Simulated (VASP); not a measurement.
# A VASP 6.6.1 single-point calculation on CdS

INCAR

```
EDIFF = 1E-7
IBRION = -1
LMAXMIX = 4
PREC = Accurate
LDAU = .TRUE.
ENCUT = 520
LDAUJ = 0 0
LREAL = .FALSE.
NBANDS = 16
LWAVE = .FALSE.
SIGMA = 0.02
NELM = 90
ISIF = 2
LDAUTYPE = 2
LCHARG = .FALSE.
GGA = PE
NSW = 0
LDAUL = 2 -1
LDAUU = 8.0 0
ISMEAR = -1
LASPH = .TRUE.
```

KPOINTS

```
KPOINTS created by Atomic Simulation Environment
0
Gamma
5 5 5
0 0 0
```

POSCAR

```
Cd S
 1.0000000000000000
    -0.0000000000000000    2.9392148430445664    2.9392148430445664
     2.9392148430445664    0.0000000000000000    2.9392148430445664
     2.9392148430445664    2.9392148430445664    0.0000000000000000
 Cd  S
   1   1
Cartesian
  0.0000000000000000  0.0000000000000000 -0.0000000000000000
  1.4696074215222832  1.4696074215222832  1.4696074215222832
```

The recommended PBE PAW datasets give the neutral cell 18 valence electrons.

Command

```
mpirun -np 1 vasp_std
```

OSZICAR

```
N       E                     dE             d eps       ncg     rms          rms(c)
DAV:   1     0.109676851262E+03    0.10968E+03   -0.93045E+03   328   0.103E+03
DAV:   2    -0.117380807232E+01   -0.11085E+03   -0.10749E+03   384   0.241E+02
DAV:   3    -0.575145058387E+01   -0.45776E+01   -0.45710E+01   408   0.555E+01
DAV:   4    -0.577967504144E+01   -0.28224E-01   -0.28223E-01   392   0.441E+00
DAV:   5    -0.578004992739E+01   -0.37489E-03   -0.37488E-03   408   0.454E-01    0.130E+01
DAV:   6    -0.534875243470E+01    0.43130E+00   -0.89813E-01   392   0.112E+01    0.979E+00
DAV:   7    -0.538422126234E+01   -0.35469E-01   -0.27954E-01   384   0.403E+00    0.407E+00
DAV:   8    -0.539491177252E+01   -0.10691E-01   -0.53515E-02   400   0.254E+00    0.524E-01
DAV:   9    -0.539533386363E+01   -0.42209E-03   -0.55909E-03   336   0.111E+00    0.261E-01
DAV:  10    -0.539536948203E+01   -0.35618E-04   -0.43416E-04   400   0.175E-01    0.192E-01
DAV:  11    -0.539548100834E+01   -0.11153E-03   -0.33228E-04   392   0.228E-01    0.824E-02
DAV:  12    -0.539547640742E+01    0.46009E-05   -0.83327E-05   360   0.916E-02    0.598E-02
DAV:  13    -0.539547809696E+01   -0.16895E-05   -0.57473E-06   456   0.184E-02    0.459E-02
DAV:  14    -0.539547822158E+01   -0.12462E-06   -0.89774E-06   352   0.338E-02    0.615E-03
DAV:  15    -0.539547857997E+01   -0.35839E-06   -0.13990E-06   408   0.101E-02    0.430E-03
DAV:  16    -0.539547862137E+01   -0.41404E-07   -0.33002E-08   264   0.169E-03
   1 F= -.53954786E+01 E0= -.53954786E+01  d E =-.121857E-11
```

From OUTCAR

```
k-points           NKPTS =     10   k-points in BZ     NKDIM =     10   number of bands    NBANDS=     16

   NELECT =      18.0000    total number of electrons

   dimension x,y,z NGX =    32 NGY =   32 NGZ =   32
   dimension x,y,z NGXF=    64 NGYF=   64 NGZF=   64

  energy-cutoff  :      520.00
  volume of cell :       50.78
      direct lattice vectors                 reciprocal lattice vectors
     0.000000000  2.939214843  2.939214843    -0.170113458  0.170113458  0.170113458
     2.939214843  0.000000000  2.939214843     0.170113458 -0.170113458  0.170113458
     2.939214843  2.939214843  0.000000000     0.170113458  0.170113458 -0.170113458

 k-points in reciprocal lattice and weights: KPOINTS created by Atomic Simulation Env
   0.00000000  0.00000000  0.00000000       0.008
   0.20000000  0.00000000  0.00000000       0.064
   0.40000000  0.00000000  0.00000000       0.064
   0.20000000  0.20000000  0.00000000       0.048
   0.40000000  0.20000000  0.00000000       0.192
  -0.40000000  0.20000000  0.00000000       0.192
  -0.20000000  0.20000000  0.00000000       0.096
   0.40000000  0.40000000  0.00000000       0.048
   ...

 E-fermi :   1.2112

 k-point     1 :       0.0000    0.0000    0.0000
  band No.  band energies     occupation
      1     -11.0788      2.00000
      2     -10.3001      2.00000
      3     -10.3001      2.00000
      4     -10.3001      2.00000
      5      -9.9329      2.00000
      6      -9.9329      2.00000
      7       0.7374      2.00000
      8       0.7374      2.00000
      9       0.7374      2.00000
     10       2.3056      0.00000
     11       7.7714      0.00000
     12       7.7714      0.00000
     13       7.7714      0.00000
     14      11.8391      0.00000
     15      11.8391      0.00000
     16      12.4329      0.00000

 k-point     2 :       0.2000    0.0000    0.0000
  band No.  band energies     occupation
      1     -11.2379      2.00000
      2     -10.2711      2.00000
      3     -10.2711      2.00000
      4      -9.9331      2.00000
      5      -9.9331      2.00000
      6      -9.8671      2.00000
      7      -0.9949      2.00000
      8       0.5267      2.00000
      9       0.5267      2.00000
     10       3.6680      0.00000
     11       7.3157      0.00000
     12       8.1218      0.00000
     13       8.1218      0.00000
     14      11.0994      0.00000
     15      11.0994      0.00000
     16      12.4566      0.00000

 k-point     3 :       0.4000    0.0000    0.0000
  band No.  band energies     occupation
      1     -11.3988      2.00000
      2     -10.2308      2.00000
      3     -10.2308      2.00000
      4      -9.9253      2.00000
      5      -9.9253      2.00000
      6      -9.1302      2.00000
      7      -2.7884      2.00000
      8       0.2233      2.00000
      9       0.2233      2.00000
     10       4.1570      0.00000
     11       8.0471      0.00000
     12       8.0471      0.00000
     13       8.1372      0.00000
     14      11.8820      0.00000
     15      12.4323      0.00000
     16      12.4323      0.00000

 ...

  Total       -0.0293967     -0.0293967     -0.0293967     -0.0000000      0.0000000     -0.0000000
  in kB       -0.9274390     -0.9274390     -0.9274390     -0.0000000      0.0000000     -0.0000000
  external PRESSURE =      -0.9274390 kB  Pullay stress =       0.0000000 kB

 POSITION                                       TOTAL-FORCE (eV/Angst)
 -----------------------------------------------------------------------------------
      0.00000      0.00000      0.00000        -0.000000     -0.000000     -0.000000
      1.46961      1.46961      1.46961         0.000000      0.000000      0.000000
 -----------------------------------------------------------------------------------
    total drift:                               -0.000000     -0.000000     -0.000000

  FREE ENERGIE OF THE ION-ELECTRON SYSTEM (eV)
  ---------------------------------------------------
  free  energy   TOTEN  =        -5.3954786214 eV

  energy  without entropy=       -5.3954786214  energy(sigma->0) =       -5.39547862
```

It converged. Results: gap between bands v and c on the k mesh 1.57 eV; least direct gap on the k mesh 1.57 eV; pressure -0.1 GPa. Band v is the last that the valence electrons fill when counted band by band, and c is the next.

For comparison, a separate PBE run of the intended cell, on usual settings and not on those above, gives a gap of 1.10 eV on its mesh and a pressure of 1.7 GPa.

The run above took about 10 s on one core of a shared host (Intel Xeon Platinum 8488C) and held 0.17 GiB at most.
